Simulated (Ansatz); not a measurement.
The reference is ZnTe in the zinc blende structure (space group F-43m, No. 216).

```
ZnTe
1.0
    0.00000     3.05670     3.05670
    3.05670     0.00000     3.05670
    3.05670     3.05670     0.00000
Te Zn
1 1
Direct
  0.75000   0.75000   0.75000
  0.00000   0.00000   0.00000
```

Cartesian axes are those of the cell as printed.

Calculations: r2SCAN (Ansatz, a first-principles code, PAW, no spin-orbit coupling).

Base values:

```
Property    Value
--------  -------
Band gap  1.79 eV
```

Now apply this change: uniaxial strain ε_yy = −5.43 %, all other strain components held at zero, atoms relaxed at fixed cell.

**Question.** What happens to the band gap?

**Answer.** The band gap goes up by 0.14 eV, from 1.79 eV to 1.93 eV.

**Question.** How does this affect the energy relative to the base?

**Answer.** The energy increases by 20 meV/atom.

With Te present, leaving out spin-orbit coupling can change the band edges. Whether these cells are dynamically stable was not tested.
